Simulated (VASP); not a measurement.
A run of VASP 6.6.1 is set up as follows.

INCAR

```
SYSTEM = Ge8H
PREC     = Accurate       ! precision mode
ENCUT    = 520            ! plane-wave cutoff, eV
EDIFF    = 1E-7           ! SCF threshold, eV
ISMEAR   = 0              ! smearing method
SIGMA    = 0.05           ! smearing width, eV
LREAL    = .FALSE.        ! projectors in reciprocal space
LASPH    = .TRUE.         ! aspherical terms in the spheres
NELM     = 100            ! most SCF steps
ALGO     = Fast           ! electronic algorithm
ISIF     = 2              ! what is computed and relaxed
LWAVE    = .FALSE.        ! write WAVECAR
LCHARG   = .TRUE.         ! write CHGCAR
GGA      = PE             ! functional
LELF     = .TRUE.         ! ELF
LVHAR    = .TRUE.       
NBANDS   = 66             ! bands
```

KPOINTS

```
Automatic mesh
0
G
  4 4 4
  0 0 0
```

File POSCAR:

```
Ge8H
1.0
    0.0000000000      5.6578200000      5.6578200000
    5.6578200000      0.0000000000      5.6578200000
    2.8289100000      2.8289100000      0.0000000000
Ge H
8 1
Direct
    0.0000000000      0.0000000000      0.0000000000
    0.1250000000      0.1250000000      0.2500000000
    0.0000000000      0.5000000000      0.0000000000
    0.1250000000      0.6250000000      0.2500000000
    0.5000000000      0.0000000000      0.0000000000
    0.6250000000      0.1250000000      0.2500000000
    0.5000000000      0.5000000000      0.0000000000
    0.6250000000      0.6250000000      0.2500000000
    0.0342536525      0.3967116310      0.5690347166
```

Potentials or basis: VASP PAW PBE potentials, release 64 (Ge_d, H).

Run with:

```sh
$ cat potpaw_PBE.64/Ge_d/POTCAR potpaw_PBE.64/H/POTCAR > POTCAR
$ mpirun -np 1 vasp_std > vasp.out
```

Task: Estimate the band gap on the k mesh.

Result: None (metal or under the smearing width).

Task: Predict the largest force.

Result: 0.328 eV/Å.

Task: Estimate the pressure.

Result: 5.5 GPa.

Forces in eV/Å, atoms in the order of the input:
```
Ge   0.228 -0.228  0.062
Ge  -0.108  0.108 -0.105
Ge  -0.074  0.074 -0.216
Ge  -0.126  0.126  0.245
Ge  -0.033  0.033  0.091
Ge   0.026 -0.026 -0.023
Ge  -0.165  0.165 -0.035
Ge   0.141 -0.141 -0.147
H    0.111 -0.111  0.128
```

Caveat: the k mesh is coarse (spacing up to 0.48 Å⁻¹), so the values aren't converged.
